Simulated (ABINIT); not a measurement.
# HgTe (Coloradoite) (F-43m) in ABINIT: notebook

One crystal, HgTe (Coloradoite), is run at these levels: LDA, PBE; tasks: phonons, phonon dispersion, phonons at a zone-boundary q.

Program: ABINIT 10.8.3 (patched build). These are calculated values, not measurements. Logs are shortened: lines on timing, memory, paths and dates and some standing lists are left out, and cuts for length are marked. The log counts tension as positive stress, the text compression.

**1. Starting point**

It takes space group F-43m (No. 216, cubic). The conventional cell has a = 6.429 Å, b = 6.429 Å, c = 6.429 Å, α = 90.00°, β = 90.00°, γ = 90.00°. Hg (site symmetry -43m) has 4 Te at 2.78 Å as nearest neighbours. Around Te (site symmetry -43m) lie 4 Hg at 2.78 Å.

**2. Phonons, LDA (cell relaxed at zero pressure by an earlier run)**

Contents of run.abi:

```
# Datasets
ndtset 2

# Pseudopotentials
pp_dirpath "./"
pseudos "Hg.LDA_PW-JTH.xml, Te.LDA_PW-JTH.xml"

# Structure
acell 4.5647183083 4.5647183083 4.5647183083 Angstrom
rprim
     0.0000000000     0.7071067812     0.7071067812
     0.7071067812     0.0000000000     0.7071067812
     0.7071067812     0.7071067812     0.0000000000
ntypat 2
znucl 80 52
natom 2
typat 1 2
chkprim 0
chksymtnons 0
tolsym 1.0e-6
xred
            0.0            0.0            0.0
            3/4            3/4            3/4

# Plane-wave basis
ecut 517.016339 eV
pawecutdg 38.0
ecutsm 0.5

# k points
ngkpt 4 4 4
nshiftk 4
shiftk
     0.5000000000     0.5000000000     0.5000000000
     0.5000000000     0.0000000000     0.0000000000
     0.0000000000     0.5000000000     0.0000000000
     0.0000000000     0.0000000000     0.5000000000

# Exchange and correlation
ixc 7

# Bands and occupations
nband 17
occopt 3
tsmear 0.00183747

# SCF cycle
nstep 80

# Output
prteig 0
prtebands 0
prtwf 0
prtden 0
prtpot 0

# Dataset 1: ground state
kptopt1 1
tolvrs1 1.0e-11
prtwf1 1
tolwfr1 1.0e-14
nbdbuf1 4
nline1 6

# Dataset 2: response at q = 0 to atomic displacements
rfphon2 1
rfatpol2 1 2
rfdir2 1 1 1
getwfk2 1
kptopt2 2
nqpt2 1
qpt2 0.0 0.0 0.0
tolvrs2 1.0e-9
```

Contents of mrgddb.in:

```
merged_DDB
HgTe
2
runo_DS1_DDB
runo_DS2_DDB
```

Contents of anaddb.abi:

```
ddb_filepath "merged_DDB"
output_file "anaddb.abo"
outdata_prefix "ana"
asr 2
chneut 0
dipdip 0
dieflag 0
enunit 0
eivec 1
nph1l 1
qph1l 0.0 0.0 0.0 1.0
```

Potentials or basis: JTH PAW LDA v2.0.

The run is started by

```
$ abinit run.abi > log 2>&1
$ mrgddb < mrgddb.in > mrgddb.log 2>&1
$ anaddb anaddb.abi > anaddb.log 2>&1
```

run.abo:

```text
.Version 10.8.3 of ABINIT
 DATASET    1 : space group F-4 3 m (#216); Bravais cF (face-center cubic)
================================================================================
 Values of the parameters that define the memory need for DATASET  1.
     intxc =       0    ionmov =       0      iscf =      17    lmnmax =      18
     lnmax =       6     mgfft =      36  mpssoang =       3    mqgrid =    3001
     natom =       2  nloc_mem =       2    nspden =       1   nspinor =       1
    nsppol =       1      nsym =      24    n1xccc =       1    ntypat =       2
    occopt =       3   xclevel =       1
       mpw =        1814          nfft =       46656          nkpt =          10
 PAW method is used; the additional fine FFT grid is defined by:
   mgfftf=        48    nfftf =    110592
================================================================================
================================================================================

 DATASET    2 : space group F-4 3 m (#216); Bravais cF (face-center cubic)
================================================================================
 Values of the parameters that define the memory need for DATASET  2 (RF).
     intxc =       0      iscf =       7    lmnmax =      18     lnmax =       6
     mgfft =      36  mpssoang =       3    mqgrid =    3001     natom =       2
  nloc_mem =       2    nspden =       1   nspinor =       1    nsppol =       1
      nsym =      24    n1xccc =       1    ntypat =       2    occopt =       3
   xclevel =       1
      nfft =       46656          nkpt =         128
================================================================================
================================================================================

--------------------------------------------------------------------------------
------------- Echo of variables that govern the present computation ------------
--------------------------------------------------------------------------------
 -outvars: echo values of preprocessed input variables --------
            acell      8.6260674446E+00  8.6260674446E+00  8.6260674446E+00 Bohr
              amu      2.00590000E+02  1.27600000E+02
          chkprim           0
      chksymtnons           0
             ecut      1.90000000E+01 Hartree
           ecutsm      5.00000000E-01 Hartree
           getwfk1          0
           getwfk2          1
             iscf1         17
             iscf2          7
              ixc           7
           jdtset        1    2
                       outvar_i_n : Printing only first  50 k-points.
           kptopt1          1
           kptopt2          2
         kptrlatt        4   -4    4     -4    4    4     -4   -4    4
          kptrlen      4.87964063E+01
            natom           2
            nband1         17
            nband2         17
           nbdbuf1          4
           nbdbuf2          2
           ndtset           2
            ngfft          36      36      36
          ngfftdg          48      48      48
             nkpt1         10
             nkpt2        128
            nline1          6
            nline2          4
             nqpt1          0
             nqpt2          1
            nstep          80
             nsym          24
           ntypat           2
                       prtocc : prtvol=0, do not print more k-points.
           occopt           3
        optdriver1          0
        optdriver2          1
        pawecutdg      3.80000000E+01 Hartree
           prtden           0
        prtebands           0
           prteig           0
            prtwf1          1
            prtwf2          0
           rfphon1          0
           rfphon2          1
            rprim      0.0000000000E+00  7.0710678120E-01  7.0710678120E-01
                       7.0710678120E-01  0.0000000000E+00  7.0710678120E-01
                       7.0710678120E-01  7.0710678120E-01  0.0000000000E+00
           shiftk      5.00000000E-01  5.00000000E-01  5.00000000E-01
          spgroup         216
           tolsym      1.00000000E-06
           tolvrs1     1.00000000E-11
           tolvrs2     1.00000000E-09
           tolwfr1     1.00000000E-14
           tolwfr2     0.00000000E+00
           tsmear      1.83747000E-03 Hartree
            typat      1  2
           useylm           1
                       outvars : Printing only first  50 k-points.
           xangst      0.0000000000E+00  0.0000000000E+00  0.0000000000E+00
                       4.8416149051E+00  4.8416149051E+00  4.8416149051E+00
            xcart      0.0000000000E+00  0.0000000000E+00  0.0000000000E+00
                       9.1493261778E+00  9.1493261778E+00  9.1493261778E+00
             xred      0.0000000000E+00  0.0000000000E+00  0.0000000000E+00
                       7.5000000000E-01  7.5000000000E-01  7.5000000000E-01
[... 260 lines left out ...]
--------------------------------------------------------------------------------

 ==>  initialize data related to q vector <==

 The list of irreducible perturbations for this q vector is:
    1)    idir= 1    ipert=   1
    2)    idir= 1    ipert=   2

================================================================================

 The perturbation idir=   2  ipert=   1 is
 symmetric of a previously calculated perturbation.
 So, its SCF calculation is not needed.
[... 9 lines left out ...]
 The perturbation idir=   3  ipert=   2 is
 symmetric of a previously calculated perturbation.
 So, its SCF calculation is not needed.

--------------------------------------------------------------------------------
 Perturbation wavevector (in red.coord.)   0.000000  0.000000  0.000000
 Perturbation : displacement of atom   1   along direction   1
 Found     2 symmetries that leave the perturbation invariant.
 symkpt : the number of k-points, thanks to the symmetries,
 is reduced to    72 .

--------------------------------------------------------------------------------

--------------------------------------------------------------------------------

 dfpt_looppert : total number of electrons, from k and k+q
  fully or partially occupied states are    1.800000E+01 and    1.800000E+01.
 Initialisation of the first-order wave-functions :
  ireadwf=   0

--- !BeginCycle
iteration_state: {dtset: 2, }
solver: {iscf: 7, nstep: 80, nline: 4, wfoptalg: 10, }
tolerances: {tolvrs: 1.00E-09, }
...

     iter   2DEtotal(Ha)        deltaE(Ha) residm    vres2
-ETOT  1   962.75000824862     -1.050E+03 4.639E+00 5.026E+06
 ETOT  2   91.527602433433     -8.712E+02 1.658E+00 4.855E+05
 ETOT  3   3.1868842320630     -8.834E+01 3.781E-01 5.498E+03
 ETOT  4   2.6024782119811     -5.844E-01 4.269E-02 1.020E+03
 ETOT  5   2.4258233357145     -1.767E-01 6.283E-03 1.353E+02
 ETOT  6   2.4025154277571     -2.331E-02 6.288E-04 4.548E+00
 ETOT  7   2.4010557082811     -1.460E-03 1.230E-04 1.907E-01
 ETOT  8   2.4010364284961     -1.928E-05 1.954E-05 1.229E-01
 ETOT  9   2.4010069858118     -2.944E-05 6.057E-06 1.405E-02
 ETOT 10   2.4010035019716     -3.484E-06 9.440E-07 3.281E-04
 ETOT 11   2.4010033405140     -1.615E-07 3.575E-07 2.300E-05
 ETOT 12   2.4010033333350     -7.179E-09 3.803E-08 1.192E-06
 ETOT 13   2.4010033328077     -5.273E-10 1.779E-08 2.207E-07
 ETOT 14   2.4010033327590     -4.866E-11 2.099E-09 1.548E-08
 ETOT 15   2.4010033327713      1.228E-11 9.864E-10 1.088E-08
 ETOT 16   2.4010033327517     -1.955E-11 1.171E-10 4.440E-10

 At SCF step   16       vres2   =  4.44E-10 < tolvrs=  1.00E-09 =>converged.
================================================================================

 ----iterations are completed or convergence reached----

 Mean square residual over all n,k,spin=   50.511E-14; max=  11.707E-11

 2DEtotal=    0.2401003333E+01 Ha. Also 2DEtotal=    0.653346290654E+02 eV
    (2DErelax=   -2.0106650488E+03 Ha. 2DEnonrelax=    2.0130660521E+03 Ha)
    (  non-var. 2DEtotal :    2.4009979339E+00 Ha)

--------------------------------------------------------------------------------
 Perturbation wavevector (in red.coord.)   0.000000  0.000000  0.000000
 Perturbation : displacement of atom   2   along direction   1
 Found     2 symmetries that leave the perturbation invariant.
 symkpt : the number of k-points, thanks to the symmetries,
 is reduced to    72 .

--------------------------------------------------------------------------------

--------------------------------------------------------------------------------

 dfpt_looppert : total number of electrons, from k and k+q
  fully or partially occupied states are    1.800000E+01 and    1.800000E+01.
 Initialisation of the first-order wave-functions :
  ireadwf=   0

--- !BeginCycle
iteration_state: {dtset: 2, }
solver: {iscf: 7, nstep: 80, nline: 4, wfoptalg: 10, }
tolerances: {tolvrs: 1.00E-09, }
...

     iter   2DEtotal(Ha)        deltaE(Ha) residm    vres2
-ETOT  1   45.924433420586     -8.635E+01 1.778E+00 2.541E+05
 ETOT  2   8.2772992529044     -3.765E+01 1.317E-01 3.329E+04
 ETOT  3   3.2244560254103     -5.053E+00 2.556E-02 6.601E+02
 ETOT  4   3.1431396799457     -8.132E-02 9.926E-03 1.488E+01
 ETOT  5   3.1413131554755     -1.827E-03 9.026E-04 1.163E+00
 ETOT  6   3.1411361309459     -1.770E-04 3.112E-04 1.259E-01
 ETOT  7   3.1411160675594     -2.006E-05 3.784E-05 7.780E-03
 ETOT  8   3.1411146110442     -1.457E-06 1.403E-05 4.898E-04
 ETOT  9   3.1411144907425     -1.203E-07 1.817E-06 2.760E-05
 ETOT 10   3.1411144795037     -1.124E-08 6.145E-07 1.884E-06
 ETOT 11   3.1411144784893     -1.014E-09 9.899E-08 1.537E-07
 ETOT 12   3.1411144783681     -1.212E-10 3.007E-08 9.885E-09
 ETOT 13   3.1411144783571     -1.100E-11 5.527E-09 4.081E-09
 ETOT 14   3.1411144783560     -1.023E-12 1.393E-09 8.734E-10

 At SCF step   14       vres2   =  8.73E-10 < tolvrs=  1.00E-09 =>converged.
================================================================================

 ----iterations are completed or convergence reached----

 Mean square residual over all n,k,spin=   51.924E-13; max=  13.931E-10

 2DEtotal=    0.3141114478E+01 Ha. Also 2DEtotal=    0.854740793134E+02 eV
    (2DErelax=   -1.2913664822E+02 Ha. 2DEnonrelax=    1.3227776270E+02 Ha)
    (  non-var. 2DEtotal :    3.1411170310E+00 Ha)

================================================================================

 ---- first-order wavefunction calculations are completed ----

 ==> Compute Derivative Database <==

  Dynamical matrix, in cartesian coordinates,
   if specified in the inputs, asr has been imposed
     j1       j2             matrix element
  dir pert dir pert     real part    imaginary part

   1    1   1    1         0.0405048596         0.0000000000
   1    1   1    2        -0.0405048596        -0.0000000000

   2    1   2    1         0.0405048596        -0.0000000000
   2    1   2    2        -0.0405048596         0.0000000000
[... 10 lines left out ...]
   3    2   3    1        -0.0405048237        -0.0000000000
   3    2   3    2         0.0405048237         0.0000000000

  Phonon wavevector (reduced coordinates) :  0.00000  0.00000  0.00000
 Phonon energies in Hartree :
   0.000000E+00  0.000000E+00  0.000000E+00  5.337724E-04  5.337724E-04
   5.337724E-04
 Phonon frequencies in cm-1    :
   0.000000E+00  0.000000E+00  0.000000E+00  1.171495E+02  1.171495E+02
   1.171495E+02

== END DATASET(S) ==============================================================
================================================================================

 -outvars: echo values of variables after computation  --------
            acell      8.6260674446E+00  8.6260674446E+00  8.6260674446E+00 Bohr
           etotal1    -5.0827433275E+01
           etotal2     3.1411144784E+00
            fcart1    -0.0000000000E+00 -0.0000000000E+00 -0.0000000000E+00
                      -0.0000000000E+00 -0.0000000000E+00 -0.0000000000E+00
            fcart2     0.0000000000E+00  0.0000000000E+00  0.0000000000E+00
                       0.0000000000E+00  0.0000000000E+00  0.0000000000E+00
            rprim      0.0000000000E+00  7.0710678120E-01  7.0710678120E-01
                       7.0710678120E-01  0.0000000000E+00  7.0710678120E-01
                       7.0710678120E-01  7.0710678120E-01  0.0000000000E+00
           strten1     5.8543010116E-06  5.8543010116E-06  5.8543010116E-06
                       0.0000000000E+00  0.0000000000E+00  0.0000000000E+00
           strten2     0.0000000000E+00  0.0000000000E+00  0.0000000000E+00
                       0.0000000000E+00  0.0000000000E+00  0.0000000000E+00
           xangst      0.0000000000E+00  0.0000000000E+00  0.0000000000E+00
                       4.8416149051E+00  4.8416149051E+00  4.8416149051E+00
             xred      0.0000000000E+00  0.0000000000E+00  0.0000000000E+00
                       7.5000000000E-01  7.5000000000E-01  7.5000000000E-01
 Calculation completed.
```

It took 5.4 min on 1 thread of Intel Xeon Platinum 8259CL at 2.50GHz (Skylake/Cascade Lake), shared host; peak memory 0.38 GiB.

Results:

- Free energy: -1383.0849 eV
- Pressure: -0.2 GPa
- Highest phonon frequency at Γ, LO-TO splitting left out: 117 cm⁻¹

Phonon frequencies in cm⁻¹ (negative: imaginary):
| q point | frequencies |
| --- | --- |
| (0.000, 0.000, 0.000) | 0 0 0 117 117 117 |

Caveat: the mesh is coarse for a metal's response. Spin-orbit coupling is left out, which matters for the levels of Hg, Te.

[end of part 1 of 3]
